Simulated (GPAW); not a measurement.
## Quasiparticle gap of BAs (F-43m) in GPAW

How does a plane-wave GW calculation on BAs (F-43m) run from the first input to the gap?

Method: PBE and many-body steps on it, plane waves, in GPAW 26.7.0.

**Experimental background.**

- Gap 4.12 eV: direct gap from square of absorption coefficient, average of two samples; spectroscopic ellipsometry; 300 K; bulk crystal (CVT-grown opaque bulk crystals) (“Optical properties of cubic boron arsenide”, 2019, arxiv:1911.04914).

- Gap 1.82 eV: indirect gap from Tauc plot of optical absorption; UV-visible absorption, indirect Tauc plot; 300 K; bulk crystal (three thin as-grown single crystals with the same absorption edge) (“Photoluminescence mapping and time-domain thermo-photoluminescence for rapid imaging and measurement of thermal conductivity of boron arsenide”, 2019, arxiv:1910.07149).

- Gap 2.02 eV: indirect gap from square root of absorption coefficient, average of three samples; transmission and reflection spectroscopy; 300 K; bulk crystal (CVT-grown platelets about 10 um thick) (“Optical properties of cubic boron arsenide”, 2019, arxiv:1911.04914).

## Step 1: Set-up

The structure is cubic, space group F-43m (No. 216). The conventional cell has a = 4.777 Å, b = 4.777 Å, c = 4.777 Å, α = 90.00°, β = 90.00°, γ = 90.00°. Nearest to B lie 4 As at 2.07 Å. As has 4 B at 2.07 Å nearest. Farther neighbours are not listed.

The cell and positions come from the Crystallography Open Database and are kept as given unless a step says otherwise.

## Step 2: Ground state

This step: GPAW 26.7.0; DFT, PBE, plane waves, PAW.

The ground-state density comes first.

Contents of run.py:

```python
import json
import numpy as np
from gpaw.mpi import world
from ase import Atoms
from gpaw import GPAW, PW, FermiDirac

atoms = Atoms(['B', 'As'],
    cell=[[0.0000000000, 2.3885000000, 2.3885000000],
      [2.3885000000, 0.0000000000, 2.3885000000],
      [2.3885000000, 2.3885000000, 0.0000000000]],
    scaled_positions=[[0.0000000000, 0.0000000000, 0.0000000000],
      [0.2500000000, 0.2500000000, 0.2500000000]],
    pbc=(True, True, True))
calc = GPAW(mode=PW(600),
    xc='PBE',
    kpts={'size': (8, 8, 8), 'gamma': True},
    occupations=FermiDirac(0.001),
    nbands=-7,
    convergence={'density': 1e-6, 'bands': -3},
    maxiter=100,
    txt='gs.txt')
atoms.calc = calc
res = {'energy': atoms.get_potential_energy()}
kpts = calc.get_ibz_k_points()
res['kpts'] = kpts
res['eigenvalues'] = [calc.get_eigenvalues(kpt=k) for k in range(len(kpts))]
res['n_electrons'] = calc.get_number_of_electrons()
calc.write('gs.gpw')

if world.rank == 0:
    with open('result.json', 'w') as f:
        json.dump(res, f, default=lambda x: x.tolist())
```

Started as:

```console
$ mpirun -n 4 gpaw python run.py
```

What it wrote:

```text
__  _  _
 | _ |_)|_||  |
 |__||  | ||/\| - 26.7.0

Input parameters:
  mode=PW(ecut=600.0),
  convergence={'density': 1e-06, 'bands': -3},
  kpts=MonkhorstPack(size=(8, 8, 8), gamma=True),
  maxiter=100,
  nbands=-7,
  occupations=Occupations(name='fermi-dirac', width=0.001, fixmagmom=False),
  xc=XC(name='PBE')
  [... matrices ...]
Diagonalizing LCAO Hamiltonian
Converting LCAO to pw mode

           As

       B

Atoms  # Å, Bohr magnetons
|   | symbol |        x |        y |        z |    initial magnetic moments |
| 0 |      B | 0.000000 | 0.000000 | 0.000000 | ( 0.0000,  0.0000,  0.0000) |
| 1 |     As | 1.194250 | 1.194250 | 1.194250 | ( 0.0000,  0.0000,  0.0000) |

Unit cell  # Å
| periodic |        x |        y |        z |  lengths |    angles |
|      yes | 0.000000 | 2.388500 | 2.388500 | 3.377849 | 60.000000 |
|      yes | 2.388500 | 0.000000 | 2.388500 | 3.377849 | 60.000000 |
|      yes | 2.388500 | 2.388500 | 0.000000 | 3.377849 | 60.000000 |

Number of symmetries: 24
Symmetry operations  # r_c * U_cc + t_c -> r_c
|    | kind |            matrix            |
|  0 |  E   |  1, 0, 0,  0, 1, 0,  0, 0, 1 |
|  1 |  σ   |  1, 0, 0,  0, 0, 1,  0, 1, 0 |
|  2 |  σ   |  1, 0,-1,  0, 1,-1,  0, 0,-1 |
|  3 |  C3  |  1, 0,-1,  0, 0,-1,  0, 1,-1 |
|  4 |  C3  |  1,-1, 0,  0,-1, 1,  0,-1, 0 |
|  5 |  σ   |  1,-1, 0,  0,-1, 0,  0,-1, 1 |
|  6 |  σ   |  0, 1, 0,  1, 0, 0,  0, 0, 1 |
|  7 |  C3  |  0, 1, 0,  0, 0, 1,  1, 0, 0 |
|  8 |  C2  |  0, 1,-1,  1, 0,-1,  0, 0,-1 |
|  9 |  S4  |  0, 1,-1,  0, 0,-1,  1, 0,-1 |
| 10 |  C3  |  0, 0, 1,  1, 0, 0,  0, 1, 0 |
| 11 |  σ   |  0, 0, 1,  0, 1, 0,  1, 0, 0 |
| 12 |  S4  |  0, 0,-1,  1, 0,-1,  0, 1,-1 |
| 13 |  C3  |  0, 0,-1,  0, 1,-1,  1, 0,-1 |
| 14 |  S4  |  0,-1, 1,  1,-1, 0,  0,-1, 0 |
| 15 |  C2  |  0,-1, 1,  0,-1, 0,  1,-1, 0 |
| 16 |  C3  |  0,-1, 0,  1,-1, 0,  0,-1, 1 |
| 17 |  S4  |  0,-1, 0,  0,-1, 1,  1,-1, 0 |
| 18 |  S4  | -1, 1, 0, -1, 0, 1, -1, 0, 0 |
| 19 |  C3  | -1, 1, 0, -1, 0, 0, -1, 0, 1 |
| 20 |  C3  | -1, 0, 1, -1, 1, 0, -1, 0, 0 |
| 21 |  S4  | -1, 0, 1, -1, 0, 0, -1, 1, 0 |
| 22 |  σ   | -1, 0, 0, -1, 1, 0, -1, 0, 1 |
| 23 |  C2  | -1, 0, 0, -1, 0, 1, -1, 1, 0 |

BZ-sampling:
  Number of BZ points: 512
  Number of IBZ points: 29

  Monkhorst-Pack size: [8, 8, 8]
  Monkhorst-Pack shift: [0.0625, 0.0625, 0.0625]

K-points  # in reciprocal-cell coordinates
|     |                                coordinates |     weight |
|   0 | (  0.00000000,   0.00000000,   0.00000000) | 0.00195312 |
|   1 | (  0.12500000,   0.12500000,   0.00000000) | 0.01171875 |
|   2 | (  0.12500000,   0.12500000,   0.12500000) | 0.01562500 |
|   3 | (  0.25000000,   0.12500000,   0.12500000) | 0.02343750 |
|   4 | (  0.25000000,   0.25000000,   0.00000000) | 0.01171875 |
|   5 | (  0.25000000,   0.25000000,   0.12500000) | 0.04687500 |
|   6 | (  0.25000000,   0.25000000,   0.25000000) | 0.01562500 |
|   7 | (  0.37500000,   0.25000000,  -0.37500000) | 0.04687500 |
|   8 | (  0.37500000,   0.25000000,   0.12500000) | 0.04687500 |
|   9 | (  0.37500000,   0.25000000,   0.25000000) | 0.04687500 |
| ... |                                            |            |
|  28 | (  0.50000000,   0.50000000,   0.50000000) | 0.00781250 |

Plane wave coefficients: 941
Cutoff: 600.0 eV

Spin-components: 1 (collinear spins)
Bands:           11
Projectors:      10
Spin-degeneracy: 2
Datatype:        complex128

  Storage: CPU
  Wave functions: 4_802_864 bytes (1_200_716 per core)
  Projectors: 9_169_104 bytes (2_292_276 per core)
  [... matrices ...]
Parallelization:
  kpt:    4
  domain: 1
  band:   1

Density:
  Valence electrons: 8.0
  Components: 1
  Grid points: [20 20 20]
  Charge: 0.0  # |e|

Potential:
  Grid points: [20 20 20]

species:
  B:
    name:    Boron
    Z:       5.0
    valence: 3
    core:    2
    charge:  0.0  # [|e|]
    compensation charges:
      type: gauss
      rc: 0.20  # [Å]
      lmax: 2
    cutoffs:
      filter: 1.14  # [Å]
      core: 1.38  # [Å]
    projectors
    | kind |    occ | energy [eV] | rcut [Å] |
    |   2s |  2.000 |      -9.443 |    0.635 |
    |   2p |  1.000 |      -3.606 |    0.635 |
    |    s |        |      17.768 |    0.635 |
    |    p |        |      23.605 |    0.635 |
    |    d |        |       0.000 |    0.635 |

    Using partial waves for B as LCAO basis

  As:
    name:    Arsenic
    Z:       33.0
    valence: 5
    core:    28
    charge:  0.0  # [|e|]
    compensation charges:
      type: gauss
      rc: 0.33  # [Å]
      lmax: 2
    cutoffs:
      filter: 1.87  # [Å]
      core: 2.96  # [Å]
    projectors
    | kind |    occ | energy [eV] | rcut [Å] |
    |   4s |  2.000 |     -14.487 |    1.058 |
    |   4p |  3.000 |      -5.196 |    1.058 |
    |    s |        |      12.725 |    1.058 |
    |    p |        |      22.016 |    1.058 |
    |    d |        |       0.000 |    1.058 |

    Using partial waves for As as LCAO basis

Reference energy: -62172.463167  # eV

eigensolver:
  PPCG
  Converge bands: -3
  niter=2

density mixing:
  MSR1-Mixer
  Pratt-step length: 0.05
  Maximum mixing coefficient: 0.75
  Old densities: 10
  SVD Regularization: 0.005
  Good broyden scale: 1.0
  Trust region scale: 1.0
  Backstep threshold: 4.0
  History deletion threshold: 6.0
  Fourier metric: weight=20.0, sigma=0.015

occupation numbers:
  Fermi-Dirac:
    width: 0.0010  # eV

poisson solver:
  ecut: 4800.0  # eV

xc functional:
  name: PBE with 2 nearest neighbor stencil

Initialization done in: 3.012 s

convergence criteria:
- Maximum integral of absolute [dens]ity change: 1e-06 electrons / valence electron
- Maximum [total energy] change in last 3 cyles: 0.0005 eV / valence electron
- Maximum integral of absolute [eigenst]ate change: 4e-08 eV^2 / valence electron
maximum number of iterations: 100

SCF iterations
|iter     |     time |      energy | eigst |  dens |
|iter:   1|  |  -11.971212 | +1.12 |       |
|iter:   2|  |  -11.853855 | -0.60 | -0.72 |
|iter:   3|  |  -11.397376 | -1.17 | -0.76 |
|iter:   4|  |  -11.394836 | -2.89 | -1.44 |
|iter:   5|  |  -11.395268c| -3.61 | -1.89 |
|iter:   6|  |  -11.395298c| -5.05 | -2.66 |
|iter:   7|  |  -11.395298c| -6.79 | -3.61 |
|iter:   8|  |  -11.395298c| -8.06c| -4.14 |
|iter:   9|  |  -11.395298c| -8.79c| -5.40 |
|iter:  10|  |  -11.395298c| -9.43c| -5.84 |
|iter:  11|  |  -11.395298c|-10.13c| -7.05c|

Converged in 11 steps
SCF loop duration: 2.902 s (0.264 s/step)
Energy contributions relative to reference atoms: (reference = -62172.463167)
  [... matrices ...]
Energy contributions:
  Kinetic:          20.235207
  Coulomb:         -17.892972
  Zero:             -0.007620
  External:          0.000000
  Xc:              -13.729913
  Entropy:          -0.000000
  Spinorbit:         0.000000
  ----------------------------
  Free energy:     -11.395298
  Extrapolated:    -11.395298

dipole moment: (-11.475780, -11.475780, -11.475780)  # |e|*Ang

Fermi level: 8.651
Eigenvalues  # (at kpt = [0.000, 0.000, 0.000])
| band index |      eig [eV] | occ [0-2] |
|          0 |        -7.415 |     2.000 |
|          1 |         7.977 |     2.000 |
|          2 |         7.977 |     2.000 |
|          3 |         7.977 |     2.000 |
|          4 |        11.270 |     0.000 |
|          5 |        11.270 |     0.000 |
|          6 |        11.270 |     0.000 |
|          7 |        12.705 |     0.000 |
|          8 |        17.625 |     0.000 |
|          9 |        21.060 |     0.000 |
|         10 |        21.060 |     0.000 |

Gap: 1.197 eV
Transition (v -> c):
  (s=0, k=0, n=3, [0.00, 0.00, 0.00]) -> (s=0, k=12, n=4, [0.38, 0.38, 0.00])
Direct/indirect transitions are different
Direct gap: 3.293 eV
Transition at: (s=0, k=0, n=3, [0.00, 0.00, 0.00])
# Writing to gs.gpw (mode='')
  [... matrices ...]
```

The job ended after 8.7 s (4 MPI ranks of Intel Xeon Platinum 8259CL at 2.50GHz (Skylake/Cascade Lake), shared host; peak memory 0.61 GiB).

This step gave:

```yaml
total_energy: -11.40 eV
gap: 1.197 eV
k_of_the_valence_top: 0, 0, 0
k_of_the_conduction_bottom: 0.375, 0.375, 0
least_direct_gap: 3.293 eV
```

The gap is indirect, with the least direct gap 2.10 eV higher.

## Step 3: Bands along the symmetry lines

Levels along a band path, at the cheap level, show where the edges lie and whether the meshes to come will hold them.

Contents of run.py:

```python
import json
import numpy as np
from gpaw.mpi import world
from gpaw import GPAW

path = [[0.000000, 0.000000, 0.000000],
    [-0.062500, -0.062500, 0.000000],
    [-0.125000, -0.125000, 0.000000],
    [-0.187500, -0.187500, 0.000000],
    [-0.250000, -0.250000, 0.000000],
    [-0.312500, -0.312500, 0.000000],
    [-0.375000, -0.375000, 0.000000],
    [-0.437500, -0.437500, 0.000000],
    [-0.500000, -0.500000, 0.000000],
    [-0.484375, -0.484375, 0.031250],
    [-0.468750, -0.468750, 0.062500],
    [-0.453125, -0.453125, 0.093750],
    [-0.437500, -0.437500, 0.125000],
    [-0.421875, -0.421875, 0.156250],
    [-0.406250, -0.406250, 0.187500],
    [-0.390625, -0.390625, 0.218750],
    [-0.375000, -0.375000, 0.250000],
    [-0.375000, 0.000000, 0.375000],
    [-0.328125, 0.000000, 0.328125],
    [-0.281250, 0.000000, 0.281250],
    [-0.234375, 0.000000, 0.234375],
    [-0.187500, 0.000000, 0.187500],
    [-0.140625, 0.000000, 0.140625],
    [-0.093750, 0.000000, 0.093750],
    [-0.046875, 0.000000, 0.046875],
    [0.000000, 0.000000, 0.000000],
    [0.000000, 0.000000, 0.062500],
    [0.000000, 0.000000, 0.125000],
    [0.000000, 0.000000, 0.187500],
    [0.000000, 0.000000, 0.250000],
    [0.000000, 0.000000, 0.312500],
    [0.000000, 0.000000, 0.375000],
    [0.000000, 0.000000, 0.437500],
    [-0.000000, -0.000000, 0.500000],
    [-0.062500, -0.031250, 0.468750],
    [-0.125000, -0.062500, 0.437500],
    [-0.187500, -0.093750, 0.406250],
    [-0.250000, -0.125000, 0.375000],
    [-0.312500, -0.156250, 0.343750],
    [-0.375000, -0.187500, 0.312500],
    [-0.437500, -0.218750, 0.281250],
    [-0.500000, -0.250000, 0.250000],
    [-0.500000, -0.281250, 0.218750],
    [-0.500000, -0.312500, 0.187500],
    [-0.500000, -0.343750, 0.156250],
    [-0.500000, -0.375000, 0.125000],
    [-0.500000, -0.406250, 0.093750],
    [-0.500000, -0.437500, 0.062500],
    [-0.500000, -0.468750, 0.031250],
    [-0.500000, -0.500000, 0.000000]]
calc = GPAW('gs.gpw').fixed_density(kpts=path,
    symmetry='off',
    nbands=14,
    convergence={'bands': 10},
    txt='bands.txt')
res = {}
kpts = calc.get_ibz_k_points()
res['kpts'] = kpts
res['eigenvalues'] = [calc.get_eigenvalues(kpt=k) for k in range(len(kpts))]
res['n_electrons'] = calc.get_number_of_electrons()

if world.rank == 0:
    with open('result.json', 'w') as f:
        json.dump(res, f, default=lambda x: x.tolist())
```

Started as:

```console
$ mpirun -n 4 gpaw python run.py
```

What it wrote:

```text
Diagonalizing LCAO Hamiltonian
Converting LCAO to pw mode
convergence criteria:
- Maximum integral of absolute [eigenst]ate change: 4e-08 eV^2 / valence electron
maximum number of iterations: 100

SCF iterations
|iter     |     time |      energy | eigst |  dens |
|iter:   1|  |             | +1.98 |       |
|iter:   2|  |             | +0.65 |       |
|iter:   3|  |             | -0.72 |       |
|iter:   4|  |             | -2.40 |       |
|iter:   5|  |             | -3.72 |       |
|iter:   6|  |             | -5.27 |       |
|iter:   7|  |             | -6.38 |       |
|iter:   8|  |             | -7.85c|       |
SCF steps: 8
  __  _  _
 | _ |_)|_||  |
 |__||  | ||/\| - 26.7.0

Input parameters:
  mode=PW(ecut=600.0),
  convergence={'bands': 10},
  gpts=array([20, 20, 20]),
  kpts=KPoints(kpts=array([[ 0.      ,  0.      ,  0.      ],
         [-0.0625  , -0.0625  ,  0.      ],
         [-0.125   , -0.125   ,  0.      ],
         [-0.1875  , -0.1875  ,  0.      ],
[...]
[-0.484375, -0.484375,  0.03125 ],
[...]
[-0.453125, -0.453125,  0.09375 ],
[...]
[-0.421875, -0.421875,  0.15625 ],
[...]
[-0.390625, -0.390625,  0.21875 ],
[...]
[-0.328125,  0.      ,  0.328125],
[...]
[-0.234375,  0.      ,  0.234375],
[...]
[-0.140625,  0.      ,  0.140625],
[...]
[-0.046875,  0.      ,  0.046875],
         [ 0.      ,  0.      ,  0.      ],
         [ 0.      ,  0.      ,  0.0625  ],
         [ 0.      ,  0.      ,  0.125   ],
[...]
[ 0.      ,  0.      ,  0.375   ],
         [ 0.      ,  0.      ,  0.4375  ],
[...]
[-0.5     , -0.4375  ,  0.0625  ],
         [-0.5     , -0.46875 ,  0.03125 ],
         [-0.5     , -0.5     ,  0.      ]])),
  maxiter=100,
  nbands=14,
  occupations=Occupations(name='fermi-dirac', width=0.001, fixmagmom=False),
  parallel={},
  symmetry=Symmetry(point_group=False, time_reversal=False),
  xc=XC(name='PBE')
  [... matrices ...]
timing:  # [seconds]
  Total: 0.044  # ━━━━━━━━━━━━━━━━━━━━━━━━━━━━━━━━━━━━━━━━━━━━━━━━━━━━━━━━━━━
```

Wall time 9 s (4 MPI ranks); peak memory 0.64 GiB.

Numbers from this step:

```yaml
gap: 1.197 eV
k_of_the_valence_top: 0, 0, 0
k_of_the_conduction_bottom: -0.375, -0.375, 0
least_direct_gap: 3.293 eV
```

The gap is 1.197 eV, as in the run before at this level.

Electronic bands along the path, in eV, zero at the top of the highest filled band; v1 is the highest filled band, c1 the lowest empty one:

| point | v4 | v3 | v2 | v1 | c1 | c2 | c3 | c4 |
| --- | --- | --- | --- | --- | --- | --- | --- | --- |
| Γ | -15.39 | 0.00 | 0.00 | 0.00 | 3.29 | 3.29 | 3.29 | 4.73 |
| halfway | -14.05 | -4.10 | -2.70 | -2.70 | 1.67 | 4.55 | 7.43 | 7.43 |
| X | -11.21 | -8.52 | -4.07 | -4.07 | 1.43 | 1.45 | 11.41 | 11.41 |
| halfway | -11.17 | -8.42 | -4.91 | -3.92 | 1.60 | 2.81 | 10.74 | 10.84 |
| U | -11.25 | -8.14 | -5.95 | -3.48 | 2.05 | 5.57 | 9.26 | 9.80 |
| jump to K | -11.25 | -8.14 | -5.95 | -3.48 | 2.05 | 5.57 | 9.26 | 9.80 |
| halfway | -13.91 | -5.13 | -3.79 | -1.13 | 4.00 | 4.92 | 5.81 | 7.04 |
| Γ | -15.39 | 0.00 | 0.00 | 0.00 | 3.29 | 3.29 | 3.29 | 4.73 |
| halfway | -14.39 | -4.94 | -1.15 | -1.15 | 3.09 | 4.67 | 4.67 | 7.96 |
| L | -12.52 | -8.78 | -1.82 | -1.82 | 2.71 | 4.80 | 4.80 | 8.94 |
| halfway | -11.95 | -8.29 | -4.56 | -3.07 | 3.99 | 4.79 | 7.51 | 9.07 |
| W | -11.04 | -8.06 | -5.48 | -5.20 | 5.28 | 5.98 | 6.82 | 7.07 |
| halfway | -11.13 | -8.32 | -4.81 | -4.70 | 2.89 | 3.02 | 9.73 | 10.03 |
| X | -11.21 | -8.52 | -4.07 | -4.07 | 1.43 | 1.45 | 11.41 | 11.41 |

The electronic bands as a text plot (rows in eV, shown from -8.0 to 7.2 only):

```
    6.9 |                   +++++++        +            +++
    6.2 |    +                     ++    ++          +   ++
    5.6 |  +++            +   +++                   +   +  +
    5.0 |++++            +      +++  ++++   ++++++++  ++ +++
    4.3 |     ++                 ++++      +        ++ ++   +
    3.7 | +     ++      +     ++++++++  +++         +++
    3.1 |++            +    ++       +++   +++++  ++         +
    2.4 |  ++     +        +                    ++            +
    1.8 |    +++   ++ +++++                                    ++
    1.2 |       +++++++
    0.5 |
   -0.1 |**                        ******
   -0.7 | *                      **  *  ****
   -1.4 |  **                   *  **       ****
   -2.0 |    *                **   **    **     *****
   -2.6 |    ***            **   **                 **
   -3.3 |       **        **               *          *
   -3.9 |     **  ********      ***                  * *        *
   -4.5 |             *       **                      * **   ***
   -5.2 |              **       *           *          *  ***
   -5.8 |       **       *****                          ***
   -6.4 |                     **             **
   -7.1 |         *         **
   -7.7 |          **      *                   *        *
         Γ           X  U|K            Γ         L        W     X
```

## Step 4: Empty states on the mesh, 6×6×6 mesh, 153 bands

The sums over transitions need many empty states on a uniform mesh; this step solves for them.

Contents of run.py:

```python
import json
import numpy as np
from gpaw.mpi import world
from gpaw import GPAW

calc = GPAW('gs.gpw').fixed_density(kpts={'size': (6, 6, 6), 'gamma': True},
    parallel={'domain': 1, 'band': 1},
    txt='nscf.txt')
calc.diagonalize_full_hamiltonian(nbands=153)
calc.write('full.gpw', mode='all')
res = {}
kpts = calc.get_ibz_k_points()
res['kpts'] = kpts
res['eigenvalues'] = [calc.get_eigenvalues(kpt=k) for k in range(len(kpts))]
res['n_electrons'] = calc.get_number_of_electrons()

if world.rank == 0:
    with open('result.json', 'w') as f:
        json.dump(res, f, default=lambda x: x.tolist())
```

Started as:

```console
$ mpirun -n 4 gpaw python run.py
```

What it wrote:

```text
Diagonalizing LCAO Hamiltonian
Converting LCAO to pw mode
convergence criteria:
- Maximum integral of absolute [eigenst]ate change: 4e-08 eV^2 / valence electron
maximum number of iterations: 100

SCF iterations
|iter     |     time |      energy | eigst |  dens |
|iter:   1|  |             | +1.17 |       |
|iter:   2|  |             | -0.50 |       |
|iter:   3|  |             | -2.48 |       |
|iter:   4|  |             | -4.20 |       |
|iter:   5|  |             | -5.54 |       |
|iter:   6|  |             | -6.85 |       |
|iter:   7|  |             | -7.74c|       |
SCF steps: 7
  __  _  _
 | _ |_)|_||  |
 |__||  | ||/\| - 26.7.0

Input parameters:
  mode=PW(ecut=600.0),
  convergence={'density': 1e-06, 'bands': -3},
  gpts=array([20, 20, 20]),
  kpts=MonkhorstPack(size=(6, 6, 6), gamma=True),
  maxiter=100,
  nbands=11,
  occupations=Occupations(name='fermi-dirac', width=0.001, fixmagmom=False),
  parallel={'domain': 1, 'band': 1},
  xc=XC(name='PBE')
Matrix size: 941x941
# Writing to full.gpw (mode='all')
  [... matrices ...]

timing:  # [seconds]
  Total: 4.848  # ━━━━━━━━━━━━━━━━━━━━━━━━━━━━━━━━━━━━━━━━━━━━━━━━━━━━━━━━━━━
```

Elapsed: 12 s, on 4 MPI ranks; peak memory 0.93 GiB.

This step gave:

```
gap                                                           : 1.284 eV
k of the valence top                                          : 0, 0, 0
k of the conduction bottom                                    : 0.3333, 0.3333, 0
least direct gap                                              : 3.293 eV
k points computed                                             : 16
lowest point of the top converged band, above the valence top : 161.0015 eV
```

On this mesh the gap is 1.284 eV. The earlier step found 1.197 eV, so this mesh misses an edge.

[end of part 1 of 2]

[Paths, hosts, dates, memory and timing lines, banners, echoed tables and standing remarks are left out of the program output.]

[Logs are printed without paths, hosts, clocks, repeated set-up lines and the standing remarks that a program may print on its own settings, such as how far it seeks lower states.]

[Runs of the session that timed out or met a known fault of the program may be left out.]

[Hosts, paths, dates, database ids (printed as entryN), source tags and the programs' standing remarks are cut or masked in the printed files.]
